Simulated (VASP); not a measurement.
# BP in VASP: how settings move the PBE single point

The PBE single point of BP in the zincblende structure, under +4.0 % equal strain in all directions is repeated with altered inputs. Which of them can be trusted?

The runs shown are made with VASP 6.6.1. PAW datasets, plane waves. The values are computed, spin-unpolarised, and not measurements.

### Step 1. Starting point

The cell comes from an earlier relaxation with r2SCAN in another program.

It is cubic, F-43m (No. 216); conventional cell a = 4.718 Å, 13.13 Å³ an atom. Near B stand 4 P at 2.04 Å; near P stand 4 B at 2.04 Å.

The structure in full:

```xyz
2
Lattice="0.0000 2.3590 2.3590 2.3590 0.0000 2.3590 2.3590 2.3590 0.0000" Properties=species:S:1:pos:R:3 pbc="T T T"
B     0.0000    0.0000    0.0000
P     1.1795    1.1795    1.1795
```

### Step 2. Baseline

File INCAR:

```
ENCUT = 520.000000
SIGMA = 0.020000
EDIFF = 1.00e-07
GGA = PE
PREC = Accurate
IBRION = -1
ISIF = 2
ISMEAR = -1
NBANDS = 11
NELM = 120
NSW = 0
LASPH = .TRUE.
LCHARG = .FALSE.
LWAVE = .FALSE.
LREAL = .FALSE.
```

File KPOINTS:

```
KPOINTS created by Atomic Simulation Environment
0
Gamma
10 10 10
0 0 0
```

File POSCAR:

```
B  P
 1.0000000000000000
     0.0000000000000000    2.3590482957000001    2.3590482957000001
     2.3590482957000001    0.0000000000000000    2.3590482957000001
     2.3590482957000001    2.3590482957000001    0.0000000000000000
 B   P
   1   1
Cartesian
  0.0000000000000000  0.0000000000000000  0.0000000000000000
  1.1795241478499998  1.1795241478499998  1.1795241478499998
```

A file KPOINTS_OPT adds named points for the levels; it doesn't enter the self-consistent loop.

Potentials: the recommended PBE PAW datasets, 8 valence electrons.

The run is started by

```bash
mpirun -np 1 vasp_std
```

### Step 3. Variant 1

INCAR is that of step 2.

File KPOINTS:

```
KPOINTS created by Atomic Simulation Environment
0
Monkhorst-Pack
10 10 10
0 0 0
```

POSCAR is that of step 2.

### Step 4. Variant 2

File INCAR:

```
SIGMA = 0.020000
EDIFF = 1.00e-07
GGA = PE
PREC = Accurate
IBRION = -1
ISIF = 2
ISMEAR = -1
NBANDS = 11
NSW = 0
LASPH = .TRUE.
LCHARG = .FALSE.
LWAVE = .FALSE.
LREAL = .FALSE.
ENCUT = 200
IVDW = 12
NELM = 78
```

KPOINTS is that of step 2.

POSCAR is that of step 2.

What does the calculation give? Wanted: for each run, changed; ending; energy change; pressure; electronic steps; usable.

**Answer**, as computed:

| run | changed | ending | energy change (meV/atom) | pressure (GPa) | gap on the mesh (eV; negative: overlap) | electronic steps | time | usable |
| --- | --- | --- | --- | --- | --- | --- | --- | --- |
| ref. | – | converged | 0 | -14.5 | 1.39 | 13 | 19 s | yes |
| 1 | shifted mesh | converged | -0.1 | -14.5 | 1.60 | 13 | 29 s | yes |
| 2 | ENCUT = 200, IVDW = 12, NELM = 78 | converged | – | -24.4 | 1.38 | 13 | 2.6 s | no |

What this shows: Of 2 altered inputs, 1 ended normally on a faulty or unsound input, 1 gave usable results. «shifted mesh» moves the energy by -0.1 meV/atom.
